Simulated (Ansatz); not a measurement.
Level of theory: DFT PBE, scalar-relativistic, plane waves, PAW (Ansatz 0.2.0).

Levels along Γ–M–K–Γ–A–L–H–A | L–M | H–K, in eV from a zero inside the gap, sorted by energy at each point. Points in fractions of the primitive reciprocal vectors: Γ (0.000 0.000 0.000), M (0.500 0.000 0.000), K (0.333 0.333 0.000), A (0.000 0.000 0.500), L (0.500 0.000 0.500), H (0.333 0.333 0.500).
```
point  k (1/Å, with 2π)  band 13  band 14  band 15  band 16  band 17  band 18  band 19
    Γ             0.000    -2.21    -1.81    -1.81    -1.69     1.69     2.98     5.78
    -             0.128    -2.25    -1.99    -1.82    -1.71     1.91     3.16     5.60
    -             0.256    -2.42    -2.37    -1.86    -1.76     2.42     3.59     5.29
    -             0.383    -2.91    -2.51    -1.92    -1.87     3.00     3.83     5.24
    -             0.511    -3.36    -2.65    -2.03    -1.99     3.37     3.73     4.62
    -             0.639    -3.69    -2.76    -2.24    -2.06     3.29     3.71     4.22
    -             0.767    -3.62    -2.84    -2.46    -2.10     3.13     3.59     4.09
    M             0.894    -3.50    -2.86    -2.58    -2.12     3.07     3.52     4.06
    -             0.968    -3.50    -2.91    -2.58    -2.16     3.15     3.53     4.10
    -             1.042    -3.47    -3.03    -2.60    -2.28     3.40     3.53     4.24
    -             1.116    -3.43    -3.19    -2.64    -2.46     3.48     3.77     4.50
    -             1.190    -3.48    -3.28    -2.69    -2.65     3.38     4.23     4.84
    -             1.263    -3.66    -3.21    -2.82    -2.76     3.29     4.71     5.18
    -             1.337    -3.83    -3.10    -2.94    -2.86     3.22     5.13     5.45
    K             1.411    -3.91    -2.98    -2.98    -2.98     3.19     5.33     5.58
    -             1.558    -3.61    -3.28    -2.86    -2.70     3.31     5.02     5.38
    -             1.706    -3.59    -3.23    -2.60    -2.41     3.67     4.73     4.80
    -             1.853    -3.67    -2.86    -2.32    -2.15     4.10     4.22     4.63
    -             2.001    -3.29    -2.55    -2.08    -1.94     3.36     4.36     4.77
    -             2.149    -2.71    -2.31    -1.92    -1.79     2.62     3.78     5.11
    -             2.296    -2.29    -2.04    -1.83    -1.71     1.97     3.22     5.55
    Γ             2.444    -2.21    -1.81    -1.81    -1.69     1.69     2.98     5.78
    -             2.513    -2.21    -1.81    -1.81    -1.76     1.76     2.99     5.78
    -             2.582    -2.19    -1.95    -1.83    -1.83     1.95     3.02     5.76
    -             2.651    -2.17    -2.17    -1.86    -1.86     2.22     3.08     5.75
    -             2.720    -2.14    -2.14    -1.89    -1.89     2.52     3.14     5.75
    -             2.790    -2.10    -2.10    -1.93    -1.93     2.80     3.20     5.78
    -             2.859    -2.06    -2.06    -1.97    -1.97     3.03     3.22     5.80
    A             2.928    -2.02    -2.02    -2.02    -2.02     3.17     3.17     5.85
    -             3.056    -2.12    -2.12    -2.05    -2.05     3.33     3.33     5.42
    -             3.183    -2.34    -2.34    -2.12    -2.12     3.69     3.69     5.00
    -             3.311    -2.52    -2.52    -2.23    -2.23     3.77     3.77     4.97
    -             3.439    -2.56    -2.56    -2.34    -2.34     3.50     3.50     5.02
    -             3.567    -2.53    -2.53    -2.44    -2.44     3.22     3.22     4.84
    -             3.695    -2.50    -2.50    -2.48    -2.48     3.03     3.03     4.66
    L             3.822    -2.53    -2.53    -2.46    -2.46     2.96     2.96     4.59
    -             3.896    -2.64    -2.64    -2.39    -2.39     3.02     3.02     4.62
    -             3.970    -2.81    -2.81    -2.32    -2.32     3.16     3.16     4.73
    -             4.044    -3.02    -3.02    -2.27    -2.27     3.37     3.37     4.88
    -             4.117    -3.23    -3.23    -2.24    -2.24     3.60     3.60     4.99
    -             4.191    -3.41    -3.41    -2.21    -2.21     3.82     3.82     4.93
    -             4.265    -3.55    -3.55    -2.20    -2.20     4.00     4.00     4.78
    H             4.339    -3.60    -3.60    -2.19    -2.19     4.08     4.08     4.69
    -             4.486    -3.44    -3.44    -2.22    -2.22     3.90     3.90     4.92
    -             4.634    -3.13    -3.13    -2.29    -2.29     3.77     3.77     5.22
    -             4.781    -2.80    -2.80    -2.37    -2.37     3.81     3.81     5.28
    -             4.929    -2.57    -2.57    -2.33    -2.33     3.96     3.96     4.93
    -             5.077    -2.40    -2.40    -2.17    -2.17     3.84     3.84     4.87
    -             5.224    -2.15    -2.15    -2.06    -2.06     3.39     3.39     5.34
    A             5.372    -2.02    -2.02    -2.02    -2.02     3.17     3.17     5.85
    L             5.372    -2.53    -2.53    -2.46    -2.46     2.96     2.96     4.59
    -             5.441    -2.61    -2.61    -2.44    -2.35     2.82     3.12     4.50
    -             5.510    -2.80    -2.68    -2.36    -2.31     2.75     3.23     4.56
    -             5.579    -2.99    -2.74    -2.32    -2.28     2.78     3.23     4.82
    -             5.648    -3.18    -2.79    -2.39    -2.22     2.90     3.18     4.84
    -             5.718    -3.35    -2.83    -2.47    -2.16     3.11     3.12     4.57
    -             5.787    -3.46    -2.86    -2.55    -2.13     3.08     3.36     4.25
    M             5.856    -3.50    -2.86    -2.58    -2.12     3.07     3.52     4.06
    H             5.856    -3.60    -3.60    -2.19    -2.19     4.08     4.08     4.69
    -             5.925    -3.71    -3.48    -2.22    -2.22     4.13     4.13     4.40
    -             5.994    -3.81    -3.35    -2.32    -2.32     4.10     4.29     4.29
    -             6.063    -3.90    -3.24    -2.46    -2.46     3.80     4.53     4.53
    -             6.133    -3.97    -3.14    -2.63    -2.63     3.55     4.83     4.83
    -             6.202    -4.02    -3.06    -2.79    -2.79     3.36     5.15     5.15
    -             6.271    -3.95    -3.00    -2.93    -2.93     3.23     5.33     5.44
    K             6.340    -3.91    -2.98    -2.98    -2.98     3.19     5.33     5.58
```

The cell has space group P6_3mc, 4 atoms and 32 electrons in the valence of the PAW potentials, and holds 2 elements, among them Mg; it is relaxed at this level.

Cutoff 420 eV, k mesh 6×6×4. No spin polarisation.

**Question.** Which material gives these bands?

**Answer.** MgS, conventional cell a = 4.056 Å, b = 4.056 Å, c = 6.488 Å, α = 90.00°, β = 90.00°, γ = 120.00°. Other compounds weren't ruled out.

It was relaxed from a Materials Project cell.
